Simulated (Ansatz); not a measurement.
A run of Ansatz 0.2.0:

The input input.yaml:

```yaml
crystal:
  lattice:
    - [2.94277066, 0.0, 0.0]
    - [0.0, 3.28032554, 0.0]
    - [0.0, 0.0, 4.67744676]
  atoms:
    - { symbol: Ni, position: [0.5, 0.5, 0.34249559], spin: 1.0 }
    - { symbol: Ni, position: [0.0, 0.0, 0.65750441], spin: 1.0 }
    - { symbol: Si, position: [0.5, 0.5, 0.84314316] }
    - { symbol: Si, position: [0.0, 0.0, 0.15685684] }
hamiltonian:
  xc: r2scan
  pseudopotentials: { kind: paw }
  hubbard: { sites: [{ species: Ni, l: d, u_eff: 1.0 }] }
magnetization:
  spin_polarized: true
kpoints:
  mp_grid: { grid: [9, 8, 6] }
  band_path:
    path:
      - [[0.0, 0.0, 0.0], [0.5, 0.0, 0.0], [0.5, 0.5, 0.0], [0.0, 0.5, 0.0], [0.0, 0.0, 0.0], [0.0, 0.0, 0.5], [0.5, 0.0, 0.5], [0.5, 0.5, 0.5], [0.0, 0.5, 0.5], [0.0, 0.0, 0.5]]
      - [[0.0, 0.5, 0.0], [0.0, 0.5, 0.5]]
      - [[0.5, 0.0, 0.5], [0.5, 0.0, 0.0]]
      - [[0.5, 0.5, 0.0], [0.5, 0.5, 0.5]]
    npoints: 14
scf:
  occupations: { method: fermi_dirac, width: 0.05 }
  n_extra_bands: 10
output:
  forces: true
  stress: true
  eigenvalues: true
  fatbands: false
```

Potentials or basis: Ansatz PAW.

Command:

```bash
$ ansatz run input.yaml --threads 2 --pin off --max-ram 5632MiB --backend cpu --events-out ev --progress --plain --runs-dir out
```

Hardware: 2 threads of Arm Neoverse V1 (shared host).

Task: How long does it take, and how much memory?

Result: Wall time 60 s on 2 threads of Arm Neoverse V1, with other jobs on the host, peak memory 0.73 GiB. Counts: scf iterations 20, plane waves 1133, k points 100, bands 32.
